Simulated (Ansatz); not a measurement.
# Yttrium (fcc) across density functionals

All rows: Ansatz, plane waves with scalar-relativistic PAW, 420 eV (500 eV for the SCAN forms), relaxed under each functional, no dispersion correction, no zero-point motion. B₀ comes from uniform scaling at fixed shape; a dash is a value not given.

```json
{"functional": "PBE", "V (Å³/atom)": "32.44", "cell": "a = 5.063 Å", "B₀ (GPa)": "40", "magnetic state": "non-magnetic", "ΔE to hcp (meV/atom)": "27"}
{"functional": "r²SCAN", "V (Å³/atom)": "33.31", "cell": "a = 5.108 Å", "B₀ (GPa)": "37", "magnetic state": "spin not included", "ΔE to hcp (meV/atom)": "87"}
{"functional": "PBEsol", "V (Å³/atom)": "30.91", "cell": "a = 4.982 Å", "B₀ (GPa)": "42", "magnetic state": "spin not included", "ΔE to hcp (meV/atom)": "20"}
{"functional": "LDA", "V (Å³/atom)": "29.53", "cell": "a = 4.907 Å", "B₀ (GPa)": "46", "magnetic state": "spin not included", "ΔE to hcp (meV/atom)": "9"}
{"functional": "revPBE", "V (Å³/atom)": "33.57", "cell": "a = 5.121 Å", "B₀ (GPa)": "37", "magnetic state": "spin not included", "ΔE to hcp (meV/atom)": "33"}
{"functional": "RPBE", "V (Å³/atom)": "33.94", "cell": "a = 5.139 Å", "B₀ (GPa)": "36", "magnetic state": "spin not included", "ΔE to hcp (meV/atom)": "35"}
{"functional": "BLYP", "V (Å³/atom)": "33.47", "cell": "a = 5.116 Å", "B₀ (GPa)": "38", "magnetic state": "spin not included", "ΔE to hcp (meV/atom)": "24"}
```

LDA gives the smallest volume and RPBE the largest.

Real yttrium is paramagnetic; a moment here is an artefact of the functional.
